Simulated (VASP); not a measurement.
# Al2O3 (P-6m2) in VASP: a series of runs

The runs below take Al2O3 through single point, with LDA.

Program: VASP 6.6.1. These are calculated values, not measurements. Logs are shortened: lines on timing, memory, paths and dates and some standing lists are left out, and cuts for length are marked.

### Step 1. The crystal as given

The structure is hexagonal, space group P-6m2 (No. 187). The conventional cell has a = 2.884 Å, b = 2.884 Å, c = 9.337 Å, α = 90.00°, β = 90.00°, γ = 120.00°. Al (site symmetry 3m) has 3 O at 1.80 Å as nearest neighbours. Around O (site symmetry 3m) lie 3 Al at 1.80 Å. O (site symmetry -6m2) has 6 Al at 2.18 Å as nearest neighbours.

Measurements of this composition are mostly on another form, of space group No. 167.

### Step 2. Single point, LDA

INCAR

```
SYSTEM = Al2O3
PREC     = Accurate       ! precision mode
ENCUT    = 400            ! plane-wave cutoff, eV
EDIFF    = 1E-5           ! SCF threshold, eV
ISMEAR   = 0              ! smearing method
SIGMA    = 0.05           ! smearing width, eV
LREAL    = .FALSE.        ! projectors in reciprocal space
LASPH    = .TRUE.         ! aspherical terms in the spheres
NELM     = 100            ! most SCF steps
ALGO     = Normal         ! electronic algorithm
ISIF     = 2              ! what is computed and relaxed
LWAVE    = .FALSE.        ! write WAVECAR
LCHARG   = .FALSE.        ! write CHGCAR
GGA      = CA             ! functional
NBANDS   = 20             ! bands
ADDGRID  = .FALSE.
```

KPOINTS

```
Automatic mesh
0
G
  8 8 2
  0 0 0
```

POSCAR

```
Al2O3
1.0
    2.8843249483      0.0000000000      0.0000000000
   -1.4421624742      2.4978986780      0.0000000000
    0.0000000000      0.0000000000      9.3367544600
Al O
2 3
Direct
    0.0000000000      0.0000000000      0.8500076700
    0.0000000000      0.0000000000      0.1499923300
    0.3333333333      0.6666666667      0.7776830800
    0.6666666667      0.3333333333      0.0000000000
    0.3333333333      0.6666666667      0.2223169200
```

Potentials or basis: VASP PAW LDA potentials, release 64 (Al, O).

On the command line:

```console
$ cat potpaw_LDA.64/Al/POTCAR potpaw_LDA.64/O/POTCAR > POTCAR
$ mpirun -np 1 vasp_std > vasp.out
```

OUTCAR:

```text
SYSTEM = Al2O3
   PREC = Accurate
   ENCUT = 400
   EDIFF = 1E-5
   ISMEAR = 0
   LREAL = .FALSE.
   LASPH = .TRUE.
   NELM = 100
   ISIF = 2
   GGA = CA

 Found     20 irreducible k-points:

 Following reciprocal coordinates:
            Coordinates               Weight
  0.000000  0.000000  0.000000      1.000000
  0.125000 -0.000000  0.000000      6.000000
  0.250000 -0.000000  0.000000      6.000000
  0.375000  0.000000  0.000000      6.000000
  0.500000 -0.000000  0.000000      3.000000
  0.125000  0.125000  0.000000      6.000000
   k-points           NKPTS =     20   k-points in BZ     NKDIM =     20   number of bands    NBANDS=     20
   number of dos      NEDOS =    301   number of ions     NIONS =      5
   total plane-waves  NPLWV =  25600
   dimension x,y,z NGX =    20 NGY =   20 NGZ =   64
   dimension x,y,z NGXF=    40 NGYF=   40 NGZF=  128
   ions per type =               2   3
   NGX,Y,Z   is equivalent  to a cutoff of  11.53, 11.53, 11.40 a.u.
   NGXF,Y,Z  is equivalent  to a cutoff of  23.06, 23.06, 22.79 a.u.
 SYSTEM =  Al2O3
   PREC   = accura    normal or accurate (medium, high low for compatibility)
   ISTART =      0    job   : 0-new  1-cont  2-samecut
   ICHARG =      2    charge: 1-file 2-atom 10-const
   ISPIN  =      1    spin polarized calculation?
   LNONCOLLINEAR =      F non collinear calculations
   LSORBIT =      F    spin-orbit coupling
   LASPH  =      T    aspherical Exc in radial PAW
   ENCUT  =  400.0 eV  29.40 Ry    5.42 a.u.   4.70  4.70 15.23*2*pi/ulx,y,z
   NELM   =    100;   NELMIN=  2; NELMDL= -5     # of ELM steps
   EDIFF  = 0.1E-04   stopping-criterion for ELM
   LREAL  =      F    real-space projection
   EDIFFG = 0.1E-03   stopping-criterion for IOM
   NSW    =      0    number of steps for IOM
   IBRION =     -1    ionic relax: 0-MD 1-quasi-New 2-CG
   NFREE  =      0    steps in history (QN), initial steepest desc. (CG)
   ISIF   =      2    stress and relaxation
   ISYM   =      2    0-nonsym 1-usesym 2-fastsym
   POTIM  = 0.5000    time-step for ionic-motion
   TEBEG  =    0.0;   TEEND  =   0.0 temperature during run
   PSTRESS=    0.0 pullay stress
   NELECT =      24.0000    total number of electrons
   NUPDOWN=      -1.0000    fix difference up-down
   EMIN   =  10.00;   EMAX   =-10.00  energy-range for DOS
   EFERMI =   0.00;   METHOD = LEGACY
   ISMEAR =     0;   SIGMA  =   0.05  broadening in eV -4-tet -1-fermi 0-gaus
   EFERMI_NEDOS =   21; number of points for ismear=-14 and -15
   IALGO  =     38    algorithm
   IMIX   =      4    mixing-type and parameters
     AMIX     =   0.40;   BMIX     =  1.00
     AMIX_MAG =   1.60;   BMIX_MAG =  1.00
  volume/ion in A,a.u.               =      13.45        90.79
  Fermi-wavevector in a.u.,A,eV,Ry     =   1.161111  2.194181 18.343074  1.348178
  Thomas-Fermi vector in A             =   2.297686
   LORBIT       =      0    0 simple, 1 ext, 2 COOP (PROOUT), +10 PAW based schemes
   GGA     = CA    functional components
   LHFCALC =     F    Hartree Fock is set to
   AEXX    =    0.0000 exact exchange contribution
   IVDW    =     0    specifies the selected vdW correction
   LEPSILON=     F    determine dielectric tensor
   LRPA    =     F    only Hartree local field effects (RPA)
 non-spin polarized calculation
 Gauss-broadening in eV      SIGMA  =   0.05
  energy-cutoff  :      400.00
  volume of cell :       67.27
 maximum number of plane-waves:      1243
 NGX is ok and might be reduce to    20
   NGX =  9   NGY =  9   NGZ = 31

 number of electron      24.0000010 magnetization

 Free energy of the ion-electron system (eV)
  ---------------------------------------------------
  ext. energy  EPLUGINS =         0.00000000
  ---------------------------------------------------
  free energy    TOTEN  =       -40.16554040 eV

  energy without entropy =      -40.16554040  energy(sigma->0) =      -40.16554040

 E-fermi :   0.8615     XC(G=0):  -8.9002

 val. band max:        0.5522108593   @ k =   0.1250   0.1250   0.0000
 cond. band min:       5.2972017616   @ k =   0.0000   0.0000   0.0000
 fundamental gap:      4.7449909023
 Fermi energy:         0.8615249727

 k-point     1 :       0.0000    0.0000    0.0000
  band No.  band energies     occupation
      1     -17.9110      2.00000
      2     -16.8554      2.00000
      3     -15.6235      2.00000
      4      -4.4362      2.00000
      5      -1.5582      2.00000
      6      -0.9369      2.00000
      7      -0.9369      2.00000
      8      -0.7033      2.00000
      9      -0.7033      2.00000
     10       0.0124      2.00000
     11       0.0124      2.00000
     12       0.3008      2.00000
     13       5.2972      0.00000
     14       7.9501      0.00000
     15       8.2508      0.00000
     16       9.7259      0.00000
     17      13.3469      0.00000
     18      14.6070      0.00000
     19      15.1706      0.00000
     20      15.1844      0.00000

 k-point     2 :       0.1250   -0.0000    0.0000
  band No.  band energies     occupation
      1     -17.7158      2.00000
      2     -16.7088      2.00000
      3     -15.5519      2.00000
      4      -4.3326      2.00000
      5      -2.0746      2.00000
      6      -1.4300      2.00000
      7      -1.3535      2.00000
      8      -1.1239      2.00000
      9      -0.8183      2.00000
     10      -0.4039      2.00000
     11      -0.0376      2.00000
     12       0.5178      2.00000
     13       6.1363      0.00000
     14       8.3918      0.00000
     15       8.7647      0.00000
     16      10.1941      0.00000
     17      13.0533      0.00000
     18      13.8435      0.00000
     19      13.9059      0.00000
     20      15.0259      0.00000

 k-point     3 :       0.2500   -0.0000    0.0000
  band No.  band energies     occupation
      1     -17.1845      2.00000
      2     -16.3319      2.00000
      3     -15.4013      2.00000
      4      -4.3346      2.00000
      5      -3.5292      2.00000
      6      -2.4876      2.00000
      7      -2.2718      2.00000
      8      -1.5185      2.00000
      9      -1.0838      2.00000
     10      -0.3803      2.00000
     11      -0.1980      2.00000
     12       0.4808      2.00000
     13       7.5226      0.00000
     14       9.1793      0.00000
     15       9.5759      0.00000
     16      10.8927      0.00000
     17      12.0423      0.00000
     18      13.0173      0.00000
     19      13.2588      0.00000
     20      13.9000      0.00000

 k-point     4 :       0.3750    0.0000    0.0000
  band No.  band energies     occupation
      1     -16.4897      2.00000
      2     -15.9111      2.00000
      3     -15.3457      2.00000
      4      -4.9382      2.00000
      5      -4.8991      2.00000
      6      -3.4847      2.00000
      7      -2.0745      2.00000
      8      -1.8602      2.00000
      9      -1.3319      2.00000
     10      -0.3791      2.00000
     11      -0.1286      2.00000
     12       0.0886      2.00000
     13       8.1332      0.00000
     14       9.4396      0.00000
     15       9.6184      0.00000
     16      11.2263      0.00000
     17      11.6060      0.00000
     18      13.3221      0.00000
     19      13.3852      0.00000
     20      14.4839      0.00000

 k-point     5 :       0.5000   -0.0000    0.0000
  band No.  band energies     occupation
      1     -16.0575      2.00000
      2     -15.7196      2.00000
      3     -15.4418      2.00000
      4      -5.4407      2.00000
      5      -5.2995      2.00000
      6      -3.8686      2.00000
      7      -1.9902      2.00000
      8      -1.6846      2.00000
      9      -1.4292      2.00000
     10      -0.4578      2.00000
     11      -0.2619      2.00000
     12      -0.0089      2.00000
     13       8.1958      0.00000
     14       9.1988      0.00000
     15       9.4090      0.00000
     16      11.3394      0.00000
     17      12.5292      0.00000
     18      13.2555      0.00000
     19      13.9248      0.00000
     20      14.2035      0.00000

 k-point     6 :       0.1250    0.1250    0.0000
  band No.  band energies     occupation
      1     -17.3526      2.00000
      2     -16.4471      2.00000
      3     -15.4408      2.00000
      4      -4.2620      2.00000
      5      -2.8970      2.00000
      6      -2.4325      2.00000
      7      -2.0850      2.00000
      8      -1.3381      2.00000
      9      -1.1141      2.00000
     10      -0.3754      2.00000
     11      -0.2841      2.00000
     12       0.5522      2.00000
     13       7.2574      0.00000
     14       9.0115      0.00000
     15       9.5253      0.00000
     16      10.9237      0.00000
     17      12.2369      0.00000
     18      12.9297      0.00000
     19      13.3342      0.00000
     20      14.0175      0.00000

 [... further k-points ...]
[... 5 lines left out ...]
  --------------------------------------------------------------------------------------
  -------------------------------------------------------------------------------------
  Total       -4.6708066     -4.6708066     -3.8721545      0.0000000     -0.0000000      0.0000000
  in kB     -111.2467993   -111.2467993    -92.2249257      0.0000000     -0.0000000      0.0000000
  external PRESSURE =    -104.9061748 kB  Pullay stress =       0.0000000 kB

 VOLUME and BASIS-vectors are now :
 -----------------------------------------------------------------------------
  energy-cutoff  :      400.00
  volume of cell :       67.27
      direct lattice vectors                 reciprocal lattice vectors
     2.884324948  0.000000000  0.000000000     0.346701574  0.200168247  0.000000000
    -1.442162474  2.497898678  0.000000000     0.000000000  0.400336494  0.000000000
     0.000000000  0.000000000  9.336754460     0.000000000  0.000000000  0.107103598

 POSITION                                       TOTAL-FORCE (eV/Angst)
 -----------------------------------------------------------------------------------
      0.00000      0.00000      7.93631         0.000000     -0.000000     -0.018870
      0.00000      0.00000      1.40044         0.000000      0.000000      0.018870
     -0.00000      1.66527      7.26104         0.000000     -0.000000      0.486245
      1.44216      0.83263      0.00000        -0.000000     -0.000000      0.000000
     -0.00000      1.66527      2.07572         0.000000     -0.000000     -0.486245
 -----------------------------------------------------------------------------------
    total drift:                               -0.000001      0.000000     -0.000000

  FREE ENERGIE OF THE ION-ELECTRON SYSTEM (eV)
  ---------------------------------------------------
  free  energy   TOTEN  =       -40.1655403989 eV

  energy  without entropy=      -40.1655403989  energy(sigma->0) =      -40.16554040
```

Wall time 16 s (1 thread of Intel Xeon Platinum 8488C (Sapphire Rapids), shared host); peak memory 0.14 GiB.

The run converged, but some of its settings lie outside the range that counts as converged, so its numbers aren't taken as properties of the crystal.

What came out:

```
Free energy            : -40.1655 eV
Largest force          : 0.486 eV/Å
Band gap on the k mesh : 4.75 eV, indirect (least direct gap 5.00 eV)
```

Caveat: the cutoff is under 1.25 times the usual one of these potentials, so pressure, stress and relaxed cells hold a basis-set (Pulay) error.

### Step 3. Single point, LDA

Changes to INCAR since step 2:

```diff
@@ -3,3 +3,3 @@
 ENCUT    = 400            ! plane-wave cutoff, eV
-EDIFF    = 1E-5           ! SCF threshold, eV
+EDIFF    = 1E-7           ! SCF threshold, eV
 ISMEAR   = 0              ! smearing method
@@ -15,2 +15,2 @@
 NBANDS   = 20             ! bands
-ADDGRID  = .FALSE.
+ADDGRID  = .TRUE.
```

KPOINTS is that of step 2.

POSCAR is that of step 2.

Potentials or basis: VASP PAW LDA potentials, release 64 (Al, O).

On the command line:

```console
$ cat potpaw_LDA.64/Al/POTCAR potpaw_LDA.64/O/POTCAR > POTCAR
$ mpirun -np 1 vasp_std > vasp.out
```

It took 19 s on 1 thread of Intel Xeon Platinum 8488C (Sapphire Rapids), shared host; peak memory 0.19 GiB.

These settings aren't checked as converged: the numbers below hold their error.

What came out:

```
Free energy            : -40.1655 eV
Largest force          : 0.488 eV/Å
Band gap on the k mesh : 4.75 eV, indirect (least direct gap 5.00 eV)
```

Caveat: the cutoff is under 1.25 times the usual one of these potentials, so pressure, stress and relaxed cells hold a basis-set (Pulay) error.

### Step 4. Single point, LDA

INCAR

```
SYSTEM = Al2O3
PREC     = Normal         ! precision mode
ENCUT    = 400            ! plane-wave cutoff, eV
EDIFF    = 1E-4           ! SCF threshold, eV
ISMEAR   = 0              ! smearing method
SIGMA    = 0.05           ! smearing width, eV
LREAL    = Auto         
LASPH    = .TRUE.         ! aspherical terms in the spheres
NELM     = 100            ! most SCF steps
ALGO     = Normal         ! electronic algorithm
ISIF     = 2              ! what is computed and relaxed
LWAVE    = .FALSE.        ! write WAVECAR
LCHARG   = .FALSE.        ! write CHGCAR
GGA      = CA             ! functional
NBANDS   = 20             ! bands
ADDGRID  = .FALSE.
```

KPOINTS is that of step 3.

POSCAR is that of step 3.

On the command line:

```console
$ cat potpaw_LDA.64/Al/POTCAR potpaw_LDA.64/O/POTCAR > POTCAR
$ mpirun -np 1 vasp_std > vasp.out
```

Run time: 7.5 s. Hardware: 1 thread of Intel Xeon Platinum 8488C (Sapphire Rapids), shared host; peak memory 0.12 GiB.

These settings aren't checked as converged: the numbers below hold their error.

Results:

```
Free energy            : -40.1747 eV
Largest force          : 0.487 eV/Å
Band gap on the k mesh : 4.75 eV, indirect (least direct gap 5.00 eV)
```

Caveat: the cutoff is under 1.25 times the usual one of these potentials, so pressure, stress and relaxed cells hold a basis-set (Pulay) error.

### Step 5. Single point, LDA

INCAR

```
SYSTEM = Al2O3
PREC     = Accurate       ! precision mode
ENCUT    = 300            ! plane-wave cutoff, eV
EDIFF    = 1E-7           ! SCF threshold, eV
ISMEAR   = 0              ! smearing method
SIGMA    = 0.05           ! smearing width, eV
LREAL    = .FALSE.        ! projectors in reciprocal space
LASPH    = .TRUE.         ! aspherical terms in the spheres
NELM     = 100            ! most SCF steps
ALGO     = Normal         ! electronic algorithm
ISIF     = 2              ! what is computed and relaxed
LWAVE    = .FALSE.        ! write WAVECAR
LCHARG   = .FALSE.        ! write CHGCAR
GGA      = CA             ! functional
NBANDS   = 20             ! bands
ADDGRID  = .FALSE.
```

KPOINTS

```
Automatic mesh
0
G
  9 9 3
  0 0 0
```

POSCAR is that of step 4.

On the command line:

```console
$ cat potpaw_LDA.64/Al/POTCAR potpaw_LDA.64/O/POTCAR > POTCAR
$ mpirun -np 1 vasp_std > vasp.out
```

Run time: 12 s. Hardware: 1 thread of Intel Xeon Platinum 8488C (Sapphire Rapids), shared host; peak memory 0.12 GiB.

The run converged, but a check on its numbers failed (symmetry, net force, bounds or a known fault of this set-up), so they aren't taken as properties of the crystal.

Caveat: the cutoff lies under the usual one of these potentials, so the numbers hold a large basis-set error; a pressure of tens of GPa on the cell as given is suspect, and the run, the potentials or the cell itself is likely at fault; an odd mesh through Γ misses points on the zone boundary, where band edges often lie.

(Continued in part 2 of 2.)
